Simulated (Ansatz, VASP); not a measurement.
## Two plane-wave programs on CuAu (Tetraauricupride)

The input INCAR:

```
PREC = Accurate ; ENCUT = 600
EDIFF = 1E-7 ; ISMEAR = 0
SIGMA = 0.1 ; LREAL = False
LASPH = True ; NELM = 100
ALGO = Normal ; ISIF = 3
LWAVE = False ; LCHARG = False
GGA = PE ; IVDW = 12
IBRION = 2 ; NSW = 70
EDIFFG = -0.005
```

File KPOINTS:

```
regular mesh
0
Gamma
  16 16 12
```

POSCAR

```
CuAu
1.0
    2.8712762975      0.0000000000      0.0000000000
    0.0000000000      2.8712762975      0.0000000000
    0.0000000000      0.0000000000      3.6404327320
Cu Au
1 1
Direct
    0.5000000000      0.5000000000      0.5000000000
    0.0000000000      0.0000000000      0.0000000000
```

Input for Ansatz:

```yaml
crystal:
  lattice:
    - [2.8712762975, 0.0, 0.0]
    - [0.0, 2.8712762975, 0.0]
    - [0.0, 0.0, 3.640432732]
  atoms:
    - { symbol: Cu, position: [0.5, 0.5, 0.5] }
    - { symbol: Au, position: [0.0, 0.0, 0.0] }
basis:
  ecutwfc: 420
kpoints:
  mp_grid: { grid: [16, 16, 12] }
hamiltonian:
  xc: pbe
  dispersion: d3bj
scf:
  occupations: { method: gaussian, width: 0.1 }
output:
  forces: true
  stress: true
  eigenvalues: true
relax:
  adjacent_minimum: "off"
  f_tol: 0.005
  max_steps: 50
  cell: { stress_tol: 0.05 }
```

Alike in both runs: task relaxation of cell and atoms; functional PBE; dispersion D3(BJ); k mesh 16 × 16 × 12; occupations gaussian, width 0.1 eV; no spin polarisation.

|  | VASP | Ansatz |
| --- | --- | --- |
| version | VASP 6.6.1 | Ansatz 0.2.0 |
| potentials or method | VASP PAW PBE potentials, release 64 (Cu, Au) | scalar-relativistic, plane waves, PAW |
| plane-wave cutoff (eV) | 600 | 420 |
| valence electrons in the cell | 22 | 38 |

|  | VASP | Ansatz | Ansatz less VASP |
| --- | --- | --- | --- |
| gap on the k mesh at the Fermi level, each at its own relaxed structure (eV) | none | none | - |
| relaxed volume (Å³/atom) | 14.34 | 14.33 | -0.011 |
| relaxed cell length with the largest relative difference (Å) | 3.586 | 3.577 | -0.0095 |
| energy change over the relaxation (meV/atom) | -14 | -15 | -0.3 |

A gap of «none» marks a metal or a gap that the smearing closes. The two sets of potentials don't hold the same shells in valence.

Caveats: pairwise dispersion overbinds metals, which lowers pressure and volume. The runs have no spin-orbit coupling, so splittings on Au are missing.
